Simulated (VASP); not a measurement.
# C (Cmmm) in VASP: equation of state, part 2 of 2

VASP 6.6.1. The steps go on from the part before.

## 4. Equation of state, PBE, 5.65 Å³/atom (volume scaled by 0.98)

INCAR reads:

```
SYSTEM = C
  PREC = Accurate
  ENCUT = 520
  EDIFF = 1E-7
  ISMEAR = -1
  SIGMA = 0.05
  LREAL = .FALSE.
  LASPH = .TRUE.
  NELM = 60
  ALGO = Normal
  ISIF = 2
  LWAVE = .FALSE.
  LCHARG = .FALSE.
  GGA = PE
  NBANDS = 26
```

KPOINTS reads:

```
Automatic mesh
0
G
  7 7 11
  0 0 0
```

POSCAR reads:

```
C
1.0
    2.1010147984     -4.3300534843      0.0000000000
    2.1010147984      4.3300534843      0.0000000000
    0.0000000000      0.0000000000      2.4828198116
C
8
Direct
    0.2263750000      0.4047290900      0.5000000000
    0.7736250000      0.5952709100      0.5000000000
    0.5952709100      0.7736250000      0.5000000000
    0.4047290900      0.2263750000      0.5000000000
    0.9813907600      0.6482151200      0.0000000000
    0.0186092400      0.3517848800      0.0000000000
    0.3517848800      0.0186092400      0.0000000000
    0.6482151200      0.9813907600      0.0000000000
```

Potentials or basis: VASP PAW PBE potentials, release 64 (C).

Run with:

```sh
$ cat potpaw_PBE.64/C/POTCAR > POTCAR
$ mpirun -np 1 vasp_std > vasp.out
```

OUTCAR:

```text
SYSTEM = C
   PREC = Accurate
   ENCUT = 520
   EDIFF = 1E-7
   ISMEAR = -1
   LREAL = .FALSE.
   LASPH = .TRUE.
   NELM = 60
   ISIF = 2
   GGA = PE

 Found     96 irreducible k-points:

 Following reciprocal coordinates:
            Coordinates               Weight
  0.000000  0.000000  0.000000      1.000000
  0.142857  0.000000  0.000000      4.000000
  0.285714  0.000000  0.000000      4.000000
  0.428571  0.000000  0.000000      4.000000
  0.142857  0.142857  0.000000      2.000000
  0.285714  0.142857  0.000000      4.000000
   k-points           NKPTS =     96   k-points in BZ     NKDIM =     96   number of bands    NBANDS=     26
   number of dos      NEDOS =    301   number of ions     NIONS =      8
   total plane-waves  NPLWV =  23328
   dimension x,y,z NGX =    36 NGY =   36 NGZ =   18
   dimension x,y,z NGXF=    72 NGYF=   72 NGZF=   36
   ions per type =               8
   NGX,Y,Z   is equivalent  to a cutoff of  12.44, 12.44, 12.05 a.u.
   NGXF,Y,Z  is equivalent  to a cutoff of  24.87, 24.87, 24.11 a.u.
 SYSTEM =  C
   PREC   = accura    normal or accurate (medium, high low for compatibility)
[... 64 lines left out ...]
  band No.  band energies     occupation
      1     -11.9612      2.00000
      2      -6.6404      2.00000
      3      -5.5981      2.00000
      4      -5.2230      2.00000
      5      -4.6411      2.00000
      6      -2.4788      2.00000
[... 163 lines left out ...]
     25      20.7115      0.00000
     26      20.7769      0.00000

 [... further k-points ...]

------------------------ aborting loop because EDIFF is reached ----------------------------------------

  FORCE on cell =-STRESS in cart. coord.  units (eV):
  Direction    XX          YY          ZZ          XY          YZ          ZX
  --------------------------------------------------------------------------------------
  -------------------------------------------------------------------------------------
  Total        4.7438385      4.7406662      4.9893342      0.0000000      0.0000000      0.0000000
  in kB      168.2452875    168.1327796    176.9520528      0.0000000      0.0000000      0.0000000
  external PRESSURE =     171.1100400 kB  Pullay stress =       0.0000000 kB

 VOLUME and BASIS-vectors are now :
 -----------------------------------------------------------------------------
  energy-cutoff  :      520.00
  volume of cell :       45.17
      direct lattice vectors                 reciprocal lattice vectors
     2.101014798 -4.330053484  0.000000000     0.237980237 -0.115472015  0.000000000
     2.101014798  4.330053484  0.000000000     0.237980237  0.115472015  0.000000000
     0.000000000  0.000000000  2.482819812     0.000000000  0.000000000  0.402767851

 POSITION                                       TOTAL-FORCE (eV/Angst)
 -----------------------------------------------------------------------------------
      1.32596      0.77228      1.24141        -0.102537      0.014421      0.000000
      2.87607     -0.77228      1.24141         0.102537     -0.014421      0.000000
      2.87607      0.77228      1.24141         0.102537      0.014421      0.000000
      1.32596     -0.77228      1.24141        -0.102537     -0.014421      0.000000
      3.42383     -1.44267      0.00000         0.075224     -0.008446      0.000000
      0.77820      1.44267      0.00000        -0.075224      0.008446     -0.000000
      0.77820     -1.44267      0.00000        -0.075224     -0.008446      0.000000
      3.42383      1.44267      0.00000         0.075224      0.008446     -0.000000
 -----------------------------------------------------------------------------------
    total drift:                                0.000000     -0.000000      0.000000

  FREE ENERGIE OF THE ION-ELECTRON SYSTEM (eV)
  ---------------------------------------------------
  free  energy   TOTEN  =       -71.6158537963 eV

  energy  without entropy=      -71.6158537962  energy(sigma->0) =      -71.61585380
```

stdout:

```text
POSCAR found type information on POSCAR C
 POSCAR found :  1 types and       8 ions
 scaLAPACK will be used
 LDA part: xc-table for (Slater+PW92), standard interpolation
 POSCAR, INCAR and KPOINTS ok, starting setup
 FFT: planning ... GRIDC
 FFT: planning ... GRID_SOFT
 FFT: planning ... GRID
 WAVECAR not read
 entering main loop
```

Run time: 82 s. Hardware: 1 thread of Intel Xeon Platinum 8375C at 2.90GHz (Ice Lake), shared host; peak memory 0.2 GiB.

Results:

```
Free energy            : -71.6159 eV
Pressure               : 17.1 GPa
Largest force          : 0.104 eV/Å
Band gap on the k mesh : 3.45 eV, indirect (least direct gap 5.00 eV)
```

Caveat: an odd mesh through Γ misses points on the zone boundary, where band edges often lie.

## 5. Equation of state, PBE, 5.88 Å³/atom (volume scaled by 1.02)

INCAR reads:

```
PREC     = Accurate       # precision mode
ENCUT    = 520            # plane-wave cutoff, eV
EDIFF    = 1E-7           # SCF threshold, eV
ISMEAR   = -1             # smearing method
SIGMA    = 0.05           # smearing width, eV
LREAL    = False          # projectors in reciprocal space
LASPH    = True           # aspherical terms in the spheres
NELM     = 80             # most SCF steps
ALGO     = Normal         # electronic algorithm
ISIF     = 2              # what is computed and relaxed
LWAVE    = False          # write WAVECAR
LCHARG   = False          # write CHGCAR
GGA      = PE             # functional
NBANDS   = 26             # bands
```

KPOINTS reads:

```
regular mesh
0
Gamma
  7 7 11
```

POSCAR: that of step 4 with these lines changed.

```diff
@@ -2,5 +2,5 @@
 1.0
-    2.1010147984     -4.3300534843      0.0000000000
-    2.1010147984      4.3300534843      0.0000000000
-    0.0000000000      0.0000000000      2.4828198116
+    2.1292197049     -4.3881819439      0.0000000000
+    2.1292197049      4.3881819439      0.0000000000
+    0.0000000000      0.0000000000      2.5161502292
 C
```

Run with:

```sh
$ cat potpaw_PBE.64/C/POTCAR > POTCAR
$ mpirun -np 1 vasp_std > vasp.out
```

Run time: 81 s. Hardware: 1 thread of Intel Xeon Platinum 8375C at 2.90GHz (Ice Lake), shared host; peak memory 0.21 GiB.

It converged, with:

```yaml
Free_energy: -71.7091 eV
Pressure: -0.8 GPa
Largest_force: 0.009 eV/Å
Band_gap_on_the_k_mesh: 3.55 eV, indirect (least direct gap 5.02 eV)
```

Caveat: an odd mesh through Γ misses points on the zone boundary, where band edges often lie.

## 6. Equation of state, PBE, 5.99 Å³/atom (volume scaled by 1.04)

INCAR reads:

```
PREC     = Accurate       # precision mode
ENCUT    = 520            # plane-wave cutoff, eV
EDIFF    = 1E-7           # SCF threshold, eV
ISMEAR   = -1             # smearing method
SIGMA    = 0.05           # smearing width, eV
LREAL    = F              # projectors in reciprocal space
LASPH    = T              # aspherical terms in the spheres
NELM     = 100            # most SCF steps
ALGO     = Normal         # electronic algorithm
ISIF     = 2              # what is computed and relaxed
LWAVE    = F              # write WAVECAR
LCHARG   = F              # write CHGCAR
GGA      = PE             # functional
NBANDS   = 26             # bands
```

KPOINTS is that of step 5.

POSCAR: that of step 5 with these lines changed.

```diff
@@ -2,5 +2,5 @@
 1.0
-    2.1292197049     -4.3881819439      0.0000000000
-    2.1292197049      4.3881819439      0.0000000000
-    0.0000000000      0.0000000000      2.5161502292
+    2.1430461943     -4.4166774303      0.0000000000
+    2.1430461943      4.4166774303      0.0000000000
+    0.0000000000      0.0000000000      2.5324893249
 C
```

Potentials or basis: VASP PAW PBE potentials, release 64 (C).

Run with:

```sh
$ cat potpaw_PBE.64/C/POTCAR > POTCAR
$ mpirun -np 1 vasp_std > vasp.out
```

It took 1.7 min on 1 thread of Intel Xeon Platinum 8375C at 2.90GHz (Ice Lake), shared host; peak memory 0.22 GiB.

It converged, with:

```yaml
Free_energy: -71.6829 eV
Pressure: -8.6 GPa
Largest_force: 0.047 eV/Å
Band_gap_on_the_k_mesh: 3.59 eV, indirect (least direct gap 5.03 eV)
```

Caveat: an odd mesh through Γ misses points on the zone boundary, where band edges often lie.

## 7. Equation of state, PBE, 6.11 Å³/atom (volume scaled by 1.06)

INCAR reads:

```
SYSTEM = C
  ALGO = Normal
  EDIFF = 1E-7
  ENCUT = 520
  GGA = PE
  ISIF = 2
  ISMEAR = -1
  LASPH = .True.
  LCHARG = .False.
  LREAL = .False.
  LWAVE = .False.
  NBANDS = 26
  NELM = 80
  PREC = Accurate
  SIGMA = 0.05
```

KPOINTS reads:

```
k-points
0
Gamma
  7 7 11
  0 0 0
```

POSCAR: that of step 6 with these lines changed.

```diff
@@ -2,5 +2,5 @@
 1.0
-    2.1430461943     -4.4166774303      0.0000000000
-    2.1430461943      4.4166774303      0.0000000000
-    0.0000000000      0.0000000000      2.5324893249
+    2.1566965381     -4.4448098921      0.0000000000
+    2.1566965381      4.4448098921      0.0000000000
+    0.0000000000      0.0000000000      2.5486202650
 C
```

Run with:

```sh
$ cat potpaw_PBE.64/C/POTCAR > POTCAR
$ mpirun -np 1 vasp_std > vasp.out
```

It took 98 s on 1 thread of Intel Xeon Platinum 8375C at 2.90GHz (Ice Lake), shared host; peak memory 0.22 GiB.

The run converged. Its results:

| Quantity | Value |
| --- | --- |
| Free energy | -71.6139 eV |
| Pressure | -15.7 GPa |
| Largest force | 0.090 eV/Å |
| Band gap on the k mesh | 3.63 eV, indirect (least direct gap 5.02 eV) |

Caveat: an odd mesh through Γ misses points on the zone boundary, where band edges often lie.

## 8. Equation of state, PBE

Potentials or basis: VASP PAW PBE potentials, release 64 (C).

No new run: the results of the series are fitted here.

Results:

| Property | Result |
| --- | --- |
| Equilibrium volume | 5.87 Å³/atom |
| Bulk modulus at fixed shape and positions | 418 GPa |
| Pressure derivative of the bulk modulus | 3.7 |

Energy against volume, from the lowest point:
| volume (Å³/atom) | energy (meV/atom) |
| --- | --- |
| 5.416 | 51.66 |
| 5.532 | 27.78 |
| 5.647 | 11.66 |
| 5.762 | 2.61 |
| 5.877 | 0.00 |
| 5.993 | 3.27 |
| 6.108 | 11.90 |

Caveat: the cell was scaled at fixed shape and fractional positions, which overstates the stiffness of a crystal with free parameters, most of all of layers and chains.
